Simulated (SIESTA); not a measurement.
ZnS (Wurtzite-4H) under changes of volume

One of the cells (19.805 Å³/atom); the others are scaled copies at fixed shape and fractional positions:

```xyz
8
Lattice="3.8227 0.0000 0.0000 -1.9114 3.3106 0.0000 0.0000 0.0000 12.5200" Properties=species:S:1:pos:R:3 pbc="T T T"
Zn    1.9114    1.1035    9.3900
Zn    0.0000    2.2070    3.1300
Zn    0.0000    0.0000    6.2600
Zn    0.0000    0.0000    0.0000
S     1.9114    1.1035   11.7375
S     0.0000    2.2070    5.4775
S     0.0000    0.0000    8.6075
S     0.0000    0.0000    2.3475
```

- Program: SIESTA 5.4.2
- Functional: BLYP
- Potentials or basis: PseudoDojo 0.4 standard (PBE files)
- Basis: DZP (energy shift 0.003 Ry; two zetas on semicore shells)
- Grid cutoff: 800 Ry
- Energy shift: 0.003 Ry
- k mesh: 6 × 6 × 2
- Occupations: fermi-dirac, width 0.05 eV
- Spin: no spin polarisation

```csv
volume (Å³/atom),energy over the lowest point (meV/atom),pressure (GPa),gap on the mesh (eV),largest force (eV/Å)
18.617,88.03,11.8,2.88,0.054
19.013,61.73,9.4,2.74,0.049
19.409,?,?,?,?
19.805,25.04,5.8,2.49,0.034
20.202,12.97,4.0,2.37,0.032
20.598,4.78,2.6,2.25,0.029
20.994,0.00,1.2,2.14,0.023
```

**Question.** What does the run at 19.409 Å³/atom give?

**Answer.** Energy over the lowest point 41.28 meV/atom; pressure 7.3 GPa; gap on the mesh 2.61 eV; largest force 0.042 eV/Å.

Worked out: A Birch-Murnaghan fit of order 3 (a polynomial in V^(-2/3)) to the other rows has its minimum at 21.49 Å³/atom, just outside them, with B0 = V·E''(V) = 55 GPa and B' = 5.7 at fixed shape and positions, which overstates the stiffness. It gives 41.00 meV/atom at 19.409 Å³/atom, against the run's 41.28, and -dE/dV = 7.4 GPa, against 7.3. A straight line through the other rows of the gap, of slope -6.15 eV per unit of ln V (its deformation potential), gives 2.62 eV, against the run's 2.61.

Energies are extrapolated to zero smearing.

Caveats: short orbitals over semicore shells can move pressures by several GPa; the valence orbitals were made in a potential fitted to the semicore shell under them, which widens gaps by tenths of an eV or more; the potentials were made for another functional, which shifts forces and pressure; the basis of atomic orbitals isn't converged, which shifts pressures, moduli and gaps.
